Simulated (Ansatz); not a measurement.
Computed with DFT PBE, scalar-relativistic, plane waves, PAW (Ansatz). Settings: cutoff 420 eV, Γ-centred meshes spaced at most about 0.3 Å⁻¹, and about 0.25 Å⁻¹ or finer for metals (2π included), Gaussian smearing. No spin polarisation in the final relaxations.

Temperature and zero-point effects are left out.

Compare these two cells of LiH, each relaxed at this level.

1.

```
Li H
1.0
     1.37865   -2.74661    0.00000
     1.37865    2.74661    0.00000
     0.00000    0.00000    2.63855
Li H
1 1
Direct
  0.50000 0.50000 0.50000
  0.00000 0.00000 0.00000
```

2.

```
Li H
1.0
     2.83413    0.00000    0.00000
     0.00000    2.83413    0.00000
     0.00000    0.00000    5.13643
Li H
2 2
Cartesian
  0.0000 1.4171 2.5682
  1.4171 0.0000 0.0000
  1.4171 1.4171 1.2841
  1.4171 1.4171 3.8523
```

Question: Which form is favoured at zero pressure, and by what margin per atom?

Answer: Cell 1 is lower, by 44 meV/atom. Cell 1 has space group Cmmm (No. 65), 10.0 Å³/atom and a gap of 0.07 eV on its mesh; cell 2 has space group P4_2/mmc (No. 131), 10.3 Å³/atom and no gap. Counting H atoms around Li (those within 1.25 times the shortest such distance or 1.15 times the sum of covalent radii), cell 1 and cell 2 both have Li 4. The denser one is the lower, and pressure would at first widen the difference. Both come from invented guesses. A third cell relaxed alike, in P6_3/mmc, lies 107 meV/atom below the lower of the two. The part of the Crystallography Open Database at hand lists LiH in space group No. 225, which no cell shown has.

The zero gap of P4_2/mmc may come from the functional, which often closes small gaps, or the cell may be a true semimetal. With hydrogen, zero-point motion can shift such differences by 10 meV/atom or more. Cells relaxed within their symmetry can be saddle points.
